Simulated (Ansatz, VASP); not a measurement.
One calculation of InAs, two programs

File INCAR:

```
ALGO = Normal ; EDIFF = 1E-6
ENCUT = 520 ; GGA = PE
ISIF = 2 ; ISMEAR = 0
LASPH = True ; LCHARG = True
LELF = True ; LREAL = False
LVHAR = True ; LWAVE = False
NBANDS = 16 ; NELM = 100
PREC = Accurate ; SIGMA = 0.15
```

Contents of KPOINTS:

```
k-points
0
Gamma
  16 16 16
```

Contents of POSCAR:

```
InAs
1.0
    0.0000000000      2.6942133495      3.8096176761
    2.6942133495      0.0000000000      3.8096176761
    2.6942133495      2.6942133495      0.0000000000
In As
1 1
Direct
    0.0000000000      0.0000000000      0.0000000000
    0.7500000000      0.7500000000      0.7500000000
```

Input for Ansatz:

```yaml
crystal:
  lattice:
    - [0.0, 2.6942133495, 3.8096176761]
    - [2.6942133495, 0.0, 3.8096176761]
    - [2.6942133495, 2.6942133495, 0.0]
  atoms:
    - { symbol: In, position: [0.0, 0.0, 0.0] }
    - { symbol: As, position: [0.75, 0.75, 0.75] }
basis:
  ecutwfc: 420
kpoints:
  mp_grid: { grid: [16, 16, 16] }
hamiltonian:
  xc: pbe
scf:
  occupations: { method: gaussian, width: 0.15 }
output:
  forces: true
  stress: true
  eigenvalues: true
```

Alike in both runs: task single point; functional PBE; k mesh 16 × 16 × 16; occupations gaussian, width 0.15 eV; no spin polarisation.

|  | VASP | Ansatz |
| --- | --- | --- |
| version | VASP 6.6.1 | Ansatz 0.2.0 |
| potentials or method | VASP PAW PBE potentials, release 64 (In_d, As) | scalar-relativistic, plane waves, PAW |
| plane-wave cutoff (eV) | 520 | 420 |
| valence electrons in the cell | 18 | 28 |

VASP gave:

| Quantity | Value |
| --- | --- |
| gap on the k mesh at the Fermi level (eV) | none |
| pressure (GPa) | 2.6 |
| largest component of the traceless stress (GPa) | 9.21 |

Problem. Which values does Ansatz return?

Solution. gap on the k mesh at the Fermi level (eV): none; pressure (GPa): 2.5; largest component of the traceless stress (GPa): 9.24.

A gap of «none» marks a metal or a gap that the smearing closes. The two sets of potentials don't hold the same shells in valence.
